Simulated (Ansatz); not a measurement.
Bulk crystal (BAs) after relaxation:

```yaml
crystal:
  lattice:
    - [0.00000, 2.38394, 2.38394]
    - [2.38394, 0.00000, 2.38394]
    - [2.38394, 2.38394, 0.00000]
  atoms:
    - { symbol: B, position: [0.00000, 0.00000, 0.00000] }
    - { symbol: As, position: [0.75000, 0.75000, 0.75000] }
```

Miller indices refer to the conventional cell of F-43m (No. 216), a = 4.768 Å, b = 4.768 Å, c = 4.768 Å, α = 90.00°, β = 90.00°, γ = 90.00°. The bulk's gap is 1.08 eV.

The (111) slab of 8 planes, 8.9 Å thick with 15 Å of vacuum as cut; outer planes B (top) and As (bottom).

Computed with Ansatz 0.2.0, DFT PBEsol, scalar-relativistic, plane waves, PAW. Plane waves to 420 eV, a k mesh through Γ of 9×9×1 on the computed 8-atom cell and Gaussian smearing (0.05 eV); no spin polarisation. A dipole correction removes the field between periodic images along c.

This cut of an insulator is polar or leaves open shells, so the slab is metallic here; real surfaces compensate by reconstruction or adsorbates.

With the atoms at the bulk's places:

```json
{
 "Surface energy (mean of both faces)": "2.44 J/m²",
 "Gap of the slab on the mesh": "none (metal or semimetal)",
 "Work function": "4.81 eV (top), 5.62 eV (bottom)",
 "Dipole of the slab along +c, per cell": "0.04 e·Å"
}
```

**Question.** What changes when all atoms relax within this surface cell and its symmetry?

**Answer.** The energy falls by 0.223 J/m² a face, and the largest move is 0.21 Å.

```
Surface energy (mean of both faces)   : 2.22 J/m²
Gap of the slab on the mesh           : none (metal or semimetal)
Work function                         : 4.26 eV (top), 5.39 eV (bottom)
Dipole of the slab along +c, per cell : 0.06 e·Å
```

```tsv
plane (bottom to top)	atoms	spacing to next, bulk (Å)	relaxed (Å)	change (%)
1	As	0.688	0.618	-10.3
2	B	2.065	2.098	+1.6
3	As	0.688	0.678	-1.5
4	B	2.065	2.080	+0.8
5	As	0.688	0.662	-3.7
6	B	2.065	2.168	+5.0
7	As	0.688	0.369	-46.4
8	B
```